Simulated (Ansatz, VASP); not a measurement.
## Pt2 in VASP and in Ansatz

```
CELL_PARAMETERS angstrom
9.00000 0.00000 0.00000
0.00000 9.00000 0.00000
0.00000 0.00000 11.36000
ATOMIC_POSITIONS crystal
Pt 0.50000 0.50000 0.60345
Pt 0.50000 0.50000 0.39613
```

Alike in both runs: task single point; functional PBE; k mesh 1 × 1 × 1; occupations gaussian, width 0.01 eV; collinear spin.

|  | VASP | Ansatz |
| --- | --- | --- |
| version | VASP 6.6.1 | Ansatz 0.2.0 |
| potentials or method | VASP PAW PBE potentials, release 64 (Pt) | scalar-relativistic, plane waves, PAW |
| plane-wave cutoff (eV) | 520 | 420 |
| valence electrons in the cell | 20 | 36 |

VASP gave:

* gap on the k mesh at the Fermi level (eV): 0.34
* rms of the force components (eV/Å): 0.390
* net moment per atom (μB): 1.00
* size of the moment on the site where the two differ most (μB): 0.94

Question: Estimate Ansatz's values.

Answer: gap on the k mesh at the Fermi level (eV): 0.34; rms of the force components (eV/Å): 0.367; net moment per atom (μB): 1.00; size of the moment on the site where the two differ most (μB): 0.82.

Site moments also hang on the region over which each program counts them. Atom by atom the forces differ by 0.024 eV/Å (rms over components). The functional is the same, so the differences come from potentials, cutoffs and numerics. The two sets of potentials don't hold the same shells in valence.

Caveats: spin-orbit coupling is left out, which moves the levels of the heavy elements.
